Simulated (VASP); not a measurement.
# BN (F-43m) in VASP: single point with PBE

Aim: the single point of BN with PBE.

Program: VASP 6.6.1. These are calculated values, not measurements. Logs are shortened: lines on timing, memory, paths and dates and some standing lists are left out, and cuts for length are marked.

**Experimental background.**

From a printed reference work, monograph, for a bulk crystal of BN at 300 K: band gap 6.4 eV (indirect).

How close the calculation comes is told below.

**1. The cell of the first run**

It takes space group F-43m (No. 216, cubic). Conventional cell: a = 3.625 Å, b = 3.625 Å, c = 3.625 Å, α = 90.00°, β = 90.00°, γ = 90.00°. Within 2.1 Å of B (site symmetry -43m) lie 4 N at 1.57 Å. Within 2.1 Å of N (site symmetry -43m) lie 4 B at 1.57 Å.

**2. Single point, PBE**

File INCAR:

```
  PREC = Accurate
  ENCUT = 520
  EDIFF = 1E-7
  ISMEAR = 0
  SIGMA = 0.05
  LREAL = False
  LASPH = True
  NELM = 60
  ALGO = Normal
  ISIF = 2
  LWAVE = False
  LCHARG = True
  GGA = PE
  LELF = True
  LVHAR = True
  NBANDS = 11
```

File KPOINTS:

```
Automatic mesh
0
Gamma
  16 16 16
```

File POSCAR:

```
BN
1.0
    0.0000000000      1.8123426907      1.8123426907
    1.8123426907      0.0000000000      1.8123426907
    1.8123426907      1.8123426907      0.0000000000
B N
1 1
Direct
    0.0000000000      0.0000000000      0.0000000000
    0.7500000000      0.7500000000      0.7500000000
```

Potentials or basis: VASP PAW PBE potentials, release 64 (B, N).

Launch:

```sh
cat potpaw_PBE.64/B/POTCAR potpaw_PBE.64/N/POTCAR > POTCAR
mpirun -np 1 vasp_std > vasp.out
```

OUTCAR:

```text
PREC = Accurate
   ENCUT = 520
   EDIFF = 1E-7
   ISMEAR = 0
   LREAL = False
   LASPH = True
   NELM = 60
   ISIF = 2
   GGA = PE

 ion  position               nearest neighbor table
   1  0.000  0.000  0.000-   2 1.57   2 1.57   2 1.57   2 1.57
   2  0.750  0.750  0.750-   1 1.57   1 1.57   1 1.57   1 1.57

  LATTYP: Found a face centered cubic cell.
 ALAT       =     3.6246853814

  Lattice vectors:

 A1 = (   0.0000000000,   1.8123426907,   1.8123426907)
 A2 = (   1.8123426907,   0.0000000000,   1.8123426907)
 A3 = (   1.8123426907,   1.8123426907,   0.0000000000)

Analysis of symmetry for initial positions (statically):
=====================================================================
 Subroutine PRICEL returns:
 Original cell was already a primitive cell.

 Routine SETGRP: Setting up the symmetry group for a
 face centered cubic supercell.

 Subroutine GETGRP returns: Found 24 space group operations
 (whereof 24 operations were pure point group operations)
 out of a pool of 48 trial point group operations.

The static configuration has the point symmetry T_d .

Analysis of symmetry for dynamics (positions and initial velocities):
=====================================================================
 Subroutine PRICEL returns:
 Original cell was already a primitive cell.

 Routine SETGRP: Setting up the symmetry group for a
 face centered cubic supercell.

 Subroutine GETGRP returns: Found 24 space group operations
 (whereof 24 operations were pure point group operations)
 out of a pool of 48 trial point group operations.

The dynamic configuration has the point symmetry T_d .

 Subroutine INISYM returns: Found 24 space group operations
 (whereof 24 operations are pure point group operations),
 and found     1 'primitive' translations

----------------------------------------------------------------------------------------

                                     Primitive cell

  volume of cell :      11.9056

  direct lattice vectors                    reciprocal lattice vectors
     0.000000000  1.812342691  1.812342691    -0.275886013  0.275886013  0.275886013
     1.812342691  0.000000000  1.812342691     0.275886013 -0.275886013  0.275886013
     1.812342691  1.812342691  0.000000000     0.275886013  0.275886013 -0.275886013

  length of vectors
     2.563039613  2.563039613  2.563039613     0.477848592  0.477848592  0.477848592

  position of ions in fractional coordinates (direct lattice)
     0.000000000  0.000000000  0.000000000
     0.750000000  0.750000000  0.750000000

  ion indices of the primitive-cell ions
   primitive index   ion index
                 1           1
                 2           2

----------------------------------------------------------------------------------------

 KPOINTS: Automatic mesh

Automatic generation of k-mesh.
 Grid dimensions read from file:
 generate k-points for:   16   16   16

 Generating k-lattice:

  Cartesian coordinates                     Fractional coordinates (reciprocal lattice)
    -0.017242876  0.017242876  0.017242876     0.062500000  0.000000000  0.000000000
     0.017242876 -0.017242876  0.017242876     0.000000000  0.062500000  0.000000000
     0.017242876  0.017242876 -0.017242876     0.000000000  0.000000000  0.062500000

  Length of vectors
     0.029865537  0.029865537  0.029865537

  Shift w.r.t. Gamma in fractional coordinates (k-lattice)
     0.000000000  0.000000000  0.000000000

 Subroutine IBZKPT returns following result:
 ===========================================

 Found    145 irreducible k-points:

 Following reciprocal coordinates:
            Coordinates               Weight
  0.000000  0.000000  0.000000      1.000000
  0.062500  0.000000  0.000000      8.000000
  0.125000  0.000000  0.000000      8.000000
  0.187500  0.000000  0.000000      8.000000
  0.250000  0.000000  0.000000      8.000000
  0.312500  0.000000  0.000000      8.000000
[... 16 lines left out ...]
 -0.125000  0.062500  0.000000     24.000000
 -0.062500  0.062500  0.000000     12.000000
 [... further k-points ...]
   k-points           NKPTS =    145   k-points in BZ     NKDIM =    145   number of bands    NBANDS=     11
   number of dos      NEDOS =    301   number of ions     NIONS =      2
   total plane-waves  NPLWV =   8000
   dimension x,y,z NGX =    20 NGY =   20 NGZ =   20
   dimension x,y,z NGXF=    40 NGYF=   40 NGZF=   40
   ions per type =               1   1
   NGX,Y,Z   is equivalent  to a cutoff of  12.97, 12.97, 12.97 a.u.
   NGXF,Y,Z  is equivalent  to a cutoff of  25.95, 25.95, 25.95 a.u.
 SYSTEM =  unknown system
   PREC   = accura    normal or accurate (medium, high low for compatibility)
   ISTART =      0    job   : 0-new  1-cont  2-samecut
   ICHARG =      2    charge: 1-file 2-atom 10-const
   ISPIN  =      1    spin polarized calculation?
   LNONCOLLINEAR =      F non collinear calculations
   LSORBIT =      F    spin-orbit coupling
   LASPH  =      T    aspherical Exc in radial PAW
   ENCUT  =  520.0 eV  38.22 Ry    6.18 a.u.   4.77  4.77  4.77*2*pi/ulx,y,z
   NELM   =     60;   NELMIN=  2; NELMDL= -5     # of ELM steps
   EDIFF  = 0.1E-06   stopping-criterion for ELM
   LREAL  =      F    real-space projection
   EDIFFG = 0.1E-05   stopping-criterion for IOM
   NSW    =      0    number of steps for IOM
   IBRION =     -1    ionic relax: 0-MD 1-quasi-New 2-CG
   NFREE  =      0    steps in history (QN), initial steepest desc. (CG)
   ISIF   =      2    stress and relaxation
   ISYM   =      2    0-nonsym 1-usesym 2-fastsym
   POTIM  = 0.5000    time-step for ionic-motion
   TEBEG  =    0.0;   TEEND  =   0.0 temperature during run
   PSTRESS=    0.0 pullay stress
   NELECT =       8.0000    total number of electrons
   NUPDOWN=      -1.0000    fix difference up-down
   EMIN   =  10.00;   EMAX   =-10.00  energy-range for DOS
   EFERMI =   0.00;   METHOD = LEGACY
   ISMEAR =     0;   SIGMA  =   0.05  broadening in eV -4-tet -1-fermi 0-gaus
   EFERMI_NEDOS =   21; number of points for ismear=-14 and -15
   IALGO  =     38    algorithm
   IMIX   =      4    mixing-type and parameters
     AMIX     =   0.40;   BMIX     =  1.00
     AMIX_MAG =   1.60;   BMIX_MAG =  1.00
  volume/ion in A,a.u.               =       5.95        40.17
  Fermi-wavevector in a.u.,A,eV,Ry     =   1.433908  2.709693 27.974817  2.056091
  Thomas-Fermi vector in A             =   2.553374
   LORBIT       =      0    0 simple, 1 ext, 2 COOP (PROOUT), +10 PAW based schemes
   GGA     = PE    functional components
   LHFCALC =     F    Hartree Fock is set to
   AEXX    =    0.0000 exact exchange contribution
   IVDW    =     0    specifies the selected vdW correction
   LEPSILON=     F    determine dielectric tensor
   LRPA    =     F    only Hartree local field effects (RPA)
 non-spin polarized calculation
 Gauss-broadening in eV      SIGMA  =   0.05
  energy-cutoff  :      520.00
  volume of cell :       11.91
 maximum number of plane-waves:       332
   NGX =  9   NGY =  9   NGZ =  9

 number of electron       7.9999999 magnetization

 Free energy of the ion-electron system (eV)
  ---------------------------------------------------
  ext. energy  EPLUGINS =         0.00000000
  ---------------------------------------------------
  free energy    TOTEN  =       -17.45100403 eV

  energy without entropy =      -17.45100403  energy(sigma->0) =      -17.45100403

 E-fermi :   7.5234     XC(G=0): -12.7824

 val. band max:        7.3043811243   @ k =   0.0000   0.0000   0.0000
 cond. band min:      11.7552000365   @ k =   0.5000   0.5000   0.0000
 fundamental gap:      4.4508189121
 Fermi energy:         7.5234456611

 k-point     1 :       0.0000    0.0000    0.0000
  band No.  band energies     occupation
      1     -12.8353      2.00000
      2       7.3044      2.00000
      3       7.3044      2.00000
      4       7.3044      2.00000
      5      16.0861      0.00000
      6      16.0861      0.00000
      7      16.0861      0.00000
      8      17.5235      0.00000
      9      31.9062      0.00000
     10      34.9752      0.00000
     11      34.9752      0.00000

 k-point     2 :       0.0625    0.0000    0.0000
  band No.  band energies     occupation
      1     -12.7407      2.00000
      2       6.7747      2.00000
      3       7.2011      2.00000
      4       7.2011      2.00000
      5      16.2115      0.00000
      6      16.2431      0.00000
      7      16.2431      0.00000
      8      17.8498      0.00000
      9      31.8026      0.00000
     10      33.3163      0.00000
     11      33.3163      0.00000

 k-point     3 :       0.1250    0.0000    0.0000
  band No.  band energies     occupation
      1     -12.4588      2.00000
      2       5.4387      2.00000
      3       6.9274      2.00000
      4       6.9274      2.00000
      5      16.4328      0.00000
      6      16.6519      0.00000
      7      16.6519      0.00000
      8      18.7186      0.00000
      9      31.4872      0.00000
     10      31.8772      0.00000
     11      31.8772      0.00000

 k-point     4 :       0.1875    0.0000    0.0000
  band No.  band energies     occupation
      1     -11.9962      2.00000
      2       3.7084      2.00000
      3       6.5630      2.00000
      4       6.5630      2.00000
      5      16.6524      0.00000
      6      17.1583      0.00000
      7      17.1583      0.00000
      8      19.7867      0.00000
      9      31.0174      0.00000
     10      31.0174      0.00000
     11      31.0434      0.00000

 k-point     5 :       0.2500    0.0000    0.0000
  band No.  band energies     occupation
      1     -11.3665      2.00000
      2       1.8580      2.00000
      3       6.1857      2.00000
      4       6.1857      2.00000
      5      16.8668      0.00000
      6      17.5946      0.00000
      7      17.5946      0.00000
      8      20.7695      0.00000
      9      30.6528      0.00000
     10      30.8286      0.00000
     11      30.8286      0.00000
[... 211 lines left out ...]
 k-point    21 :      -0.2500    0.0625    0.0000
  band No.  band energies     occupation
      1     -11.0451      2.00000
      2       1.2779      2.00000
      3       5.3927      2.00000
      4       6.2938      2.00000
      5      17.1570      0.00000
      6      17.5289      0.00000
      7      18.0291      0.00000
      8      20.9911      0.00000
      9      29.7101      0.00000
     10      29.9322      0.00000
     11      33.0294      0.00000

 k-point    22 :      -0.1875    0.0625    0.0000
  band No.  band energies     occupation
      1     -11.7227      2.00000
      2       3.0942      2.00000
      3       5.7447      2.00000
      4       6.6817      2.00000
      5      16.8938      0.00000
      6      17.0930      0.00000
      7      17.7388      0.00000
      8      20.1470      0.00000
      9      29.6707      0.00000
     10      30.0308      0.00000
     11      33.0876      0.00000

 k-point    23 :      -0.1250    0.0625    0.0000
  band No.  band energies     occupation
      1     -12.2415      2.00000
      2       4.8265      2.00000
      3       6.1712      2.00000
      4       7.0140      2.00000
      5      16.5879      0.00000
      6      16.6254      0.00000
      7      17.2809      0.00000
      8      19.2005      0.00000
      9      30.3175      0.00000
     10      30.5169      0.00000
     11      33.3048      0.00000

 k-point    24 :      -0.0625    0.0625    0.0000
  band No.  band energies     occupation
      1     -12.5837      2.00000
      2       6.1812      2.00000
      3       6.6759      2.00000
      4       7.2090      2.00000
      5      16.2943      0.00000
      6      16.2954      0.00000
      7      16.7691      0.00000
      8      18.3271      0.00000
      9      31.2935      0.00000
     10      31.5677      0.00000
     11      33.5167      0.00000

 [... further k-points ...]
[... 5 lines left out ...]
  --------------------------------------------------------------------------------------
  -------------------------------------------------------------------------------------
  Total        0.0177483      0.0177483      0.0177483      0.0000000      0.0000000     -0.0000000
  in kB        2.3884578      2.3884578      2.3884578      0.0000000      0.0000000     -0.0000000
  external PRESSURE =       2.3884578 kB  Pullay stress =       0.0000000 kB

 VOLUME and BASIS-vectors are now :
 -----------------------------------------------------------------------------
  energy-cutoff  :      520.00
  volume of cell :       11.91
      direct lattice vectors                 reciprocal lattice vectors
     0.000000000  1.812342691  1.812342691    -0.275886013  0.275886013  0.275886013
     1.812342691  0.000000000  1.812342691     0.275886013 -0.275886013  0.275886013
     1.812342691  1.812342691  0.000000000     0.275886013  0.275886013 -0.275886013

 POSITION                                       TOTAL-FORCE (eV/Angst)
 -----------------------------------------------------------------------------------
      0.00000      0.00000      0.00000        -0.000000     -0.000000     -0.000000
      2.71851      2.71851      2.71851         0.000000      0.000000      0.000000
 -----------------------------------------------------------------------------------
    total drift:                               -0.000000     -0.000000     -0.000000

  FREE ENERGIE OF THE ION-ELECTRON SYSTEM (eV)
  ---------------------------------------------------
  free  energy   TOTEN  =       -17.4510040325 eV

  energy  without entropy=      -17.4510040325  energy(sigma->0) =      -17.45100403
```

Wall time 10 s (1 thread of Intel Xeon Platinum 8488C (Sapphire Rapids), shared host); peak memory 0.13 GiB.

Results:

```
Free energy            : -17.4510 eV
Pressure               : 0.2 GPa
Band gap on the k mesh : 4.45 eV, indirect (least direct gap 8.78 eV)
```

**3. Comparison with measurements**

Step 2. A measured gap of BN is 6.4 eV (indirect; 300 K; a printed reference work, monograph); the calculated 4.45 eV misses it by -1.95 eV. The value is that of PBE on a finite k mesh, which can miss the band edges, without temperature or zero-point motion. Semilocal functionals fall short of measured gaps as a rule.
